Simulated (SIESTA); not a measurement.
Runs of SIESTA 5.4.2 on ZnS (Wurtzite-4H). It takes space group P6_3mc (No. 186, hexagonal). The conventional cell has a = 3.823 Å, b = 3.823 Å, c = 12.520 Å, α = 90.00°, β = 90.00°, γ = 120.00°. Zn (site symmetry 3m) has 4 S at 2.34 to 2.35 Å as nearest neighbours. Zn (site symmetry 3m) has 4 S at 2.34 to 2.35 Å as nearest neighbours. Around S (site symmetry 3m) lie 4 Zn at 2.34 to 2.35 Å. S (site symmetry 3m) is surrounded by 4 Zn at 2.34 to 2.35 Å. 

| level | potentials or basis | gap on the mesh (eV) | pressure (GPa) | largest force (eV/Å) |
| --- | --- | --- | --- | --- |
| LDA | PseudoDojo 0.4 standard (LDA files), DZP (energy shift 0.003 Ry; two zetas on semicore shells) | 2.27 | -4.0 | 0.03 |
| PBE | PseudoDojo 0.4 standard (PBE files), TZDP (energy shift 0.003 Ry; two zetas on semicore shells) | 2.43 | (b) | 0.04 |
| PBE | SG15 1.2 (PBE files) or PseudoDojo by element, DZP (energy shift 0.003 Ry; two zetas on semicore shells) | 2.47 | 2.5 | 0.04 |
| vdW-DF-cx | PseudoDojo 0.4 standard (PBE files), DZP (energy shift 0.003 Ry; two zetas on semicore shells) | 2.41 | (a) | 0.03 |
| PBE | PseudoDojo 0.4 standard (PBE files), DZP (energy shift 0.003 Ry; two zetas on semicore shells) | 2.51 | 2.2 | 0.03 |

Alike in all rows: task band structure; no spin polarisation; cell as given; k mesh 8 × 8 × 3; smearing fermi-dirac 0.05 eV; grid cutoff 800 Ry; energy shift 0.003 Ry.

Question: Estimate the missing entries.

Answer: (a) 0.0; (b) 1.5.

Caveats: the basis of atomic orbitals isn't converged, which shifts pressures, moduli and gaps; short orbitals over semicore shells can move pressures by several GPa (some runs); the valence orbitals were made in a potential fitted to the semicore shell under them, which widens gaps by tenths of an eV or more (some runs); the potentials were made for another functional, which shifts forces and pressure (some runs).

